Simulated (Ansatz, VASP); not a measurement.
B: VASP beside Ansatz

The input POSCAR:

```
B
1.0
    2.7912484570      0.0000000000      0.0000000000
   -1.3956242285      2.4172920720      0.0000000000
    0.0000000000      0.0000000000      3.1667648111
B
3
Direct
    0.2254000000      0.0000000000      0.3333333333
    0.0000000000      0.2254000000      0.6666666667
    0.7746000000      0.7746000000      0.0000000000
```

The input INCAR.step1:

```
SYSTEM = B
  PREC = Accurate
  ENCUT = 600
  ISMEAR = 0
  SIGMA = 0.1
  LREAL = .FALSE.
  LASPH = .TRUE.
  NELM = 80
  GGA = PE
  ALGO = Normal
  EDIFF = 1E-4
  LWAVE = .TRUE.
  LCHARG = .FALSE.
```

The input INCAR.step2:

```
SYSTEM = B
  PREC = Accurate
  ENCUT = 600
  EDIFF = 1E-7
  ISMEAR = 0
  SIGMA = 0.1
  LREAL = .FALSE.
  LASPH = .TRUE.
  NELM = 80
  ALGO = Normal
  ISIF = 3
  LWAVE = .FALSE.
  LCHARG = .FALSE.
  METAGGA = R2SCAN
  LMIXTAU = .TRUE.
  IBRION = 2
  NSW = 90
  EDIFFG = -0.04
  ISTART = 1
```

KPOINTS

```
regular mesh
0
G
  9 9 6
  0 0 0
```

Input for Ansatz:

```yaml
crystal:
  lattice:
    - [2.791248457, 0.0, 0.0]
    - [-1.3956242285, 2.417292072, 0.0]
    - [0.0, 0.0, 3.1667648111]
  atoms:
    - { symbol: B, position: [0.2254, 0.0, 0.3333333333] }
    - { symbol: B, position: [0.0, 0.2254, 0.6666666667] }
    - { symbol: B, position: [0.7746, 0.7746, 0.0] }
basis:
  ecutwfc: 500
kpoints:
  mp_grid: { grid: [9, 9, 6] }
hamiltonian:
  xc: r2scan
scf:
  occupations: { method: gaussian, width: 0.1 }
  lower_state_search: "off"
output:
  forces: true
  stress: true
  eigenvalues: true
relax:
  adjacent_minimum: "off"
  f_tol: 0.04
  max_steps: 70
  cell: { stress_tol: 0.4 }
```

Alike in both runs: task relaxation of cell and atoms; functional r2SCAN; k mesh 9 × 9 × 6; occupations gaussian, width 0.1 eV; no spin polarisation.

|  | VASP | Ansatz |
| --- | --- | --- |
| version | VASP 6.6.1 | Ansatz 0.2.0 |
| potentials or method | VASP PAW PBE potentials, release 64 (B) | scalar-relativistic, plane waves, PAW |
| plane-wave cutoff (eV) | 600 | 500 |
| valence electrons in the cell | 9 | 9 |

VASP gave:

```
gap on the k mesh at the Fermi level, each at its own relaxed structure (eV) : none
relaxed volume (Å³/atom)                                                     : 6.36
relaxed cell length with the largest relative difference (Å)                 : 3.895
energy change over the relaxation (meV/atom)                                 : -551
```

Q: Estimate Ansatz's values.

A: gap on the k mesh at the Fermi level, each at its own relaxed structure (eV): none; relaxed volume (Å³/atom): 6.69; relaxed cell length with the largest relative difference (Å): 3.356; energy change over the relaxation (meV/atom): -498.

A gap of «none» marks a metal or a gap that the smearing closes. One of these differences is far larger than is usual between the two programs; its cause wasn't traced.

Caveats: the PAW data sets were made with another functional, which shifts forces and pressure a little (VASP).
